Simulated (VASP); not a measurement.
Wanted: the native input for a VASP 6.6.1 run.

```
Task                   : single point
Functional             : PBE
Potentials or basis    : VASP PAW PBE potentials, release 64 (Ag)
Cutoff                 : 520 eV
k mesh                 : 18 × 18 × 6
Occupations            : gaussian, width 0.1 eV
Spin                   : no spin polarisation
Dipole correction      : no
Further INCAR settings : ALGO = Fast; EDIFF = 1e-06; NBANDS = 30
```

The structure of Ag lies in POSCAR:

```
Ag
1.0
    2.9342680640      0.0000000000      0.0000000000
   -1.4671340320      2.5411506850      0.0000000000
    0.0000000000      0.0000000000      9.5826015810
Ag
4
Direct
    0.0000000000      0.0000000000      0.0000000000
    0.0000000000      0.0000000000      0.5000000000
    0.3333333333      0.6666666667      0.2500000000
    0.6666666667      0.3333333333      0.7500000000
```

This isn't the form of Ag at room conditions, which is fcc.

The input as run:

INCAR

```
PREC     = Accurate       # precision mode
ENCUT    = 520            # plane-wave cutoff, eV
EDIFF    = 1E-6           # SCF threshold, eV
ISMEAR   = 0              # smearing method
SIGMA    = 0.1            # smearing width, eV
LREAL    = F              # projectors in reciprocal space
LASPH    = T              # aspherical terms in the spheres
NELM     = 100            # most SCF steps
ALGO     = Fast           # electronic algorithm
ISIF     = 2              # what is computed and relaxed
LWAVE    = F              # write WAVECAR
LCHARG   = F              # write CHGCAR
GGA      = PE             # functional
NBANDS   = 30             # bands
```

KPOINTS

```
Automatic mesh
0
Gamma
  18 18 6
```

Potentials or basis: VASP PAW PBE potentials, release 64 (Ag).

Run with:

```console
$ cat potpaw_PBE.64/Ag/POTCAR > POTCAR
$ mpirun -np 1 vasp_std > vasp.out
```

Results of the run:

```json
{"Pressure": "-0.1 GPa", "Band gap on the k mesh": "none (metal or under the smearing width)"}
```

Wall time 2 min on 1 thread of Intel(R) Xeon(R) Platinum 8488C (Sapphire Rapids), with other jobs on the host, peak memory 0.35 GiB.
